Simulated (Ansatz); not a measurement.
## AgCl under changes of volume

One of the cells (20.397 Å³/atom); the others are scaled copies at fixed shape and fractional positions:

```
Ag Cl
1.0
     1.87091   -5.55660    0.00000
     1.87091    5.55660    0.00000
     0.00000    0.00000    3.92404
Ag Cl
2 2
Cartesian
  1.8709 -1.1496 0.9810
  1.8709 1.1496 2.9430
  1.8709 4.0613 2.9430
  1.8709 -4.0613 0.9810
```

Measurements of this composition are mostly on another form, of space group No. 225.

* Program: Ansatz 0.2.0
* Functional: PBE
* Potentials or basis: Ansatz PAW
* Cutoff: 420 eV (not typed: the program's choice for these potentials)
* k mesh: 8 × 8 × 7
* Occupations: fermi-dirac, width 0.05 eV
* Spin: no spin polarisation

```tsv
volume (Å³/atom)	energy over the lowest point (meV/atom)	pressure (GPa)	largest force (eV/Å)
19.173	30.80	5.7	0.062
19.581	18.20	4.2	0.042
19.989	?	?	?
20.397	3.42	1.7	0.013
20.805	0.46	0.7	0.024
21.213	0.00	-0.3	0.035
21.621	1.75	-1.1	0.046
```

Q: What does the run at 19.989 Å³/atom give?

A: Energy over the lowest point 9.21 meV/atom; pressure 2.9 GPa; largest force 0.024 eV/Å.

Worked out: A Birch-Murnaghan fit of order 3 (a polynomial in V^(-2/3)) to the other rows has its minimum at 21.09 Å³/atom with B0 = V·E''(V) = 47 GPa and B' = 5.3 at fixed shape and positions, which overstates the stiffness. It gives 9.21 meV/atom at 19.989 Å³/atom, against the run's 9.21, and -dE/dV = 2.9 GPa, against 2.9.

Energies are extrapolated to zero smearing.
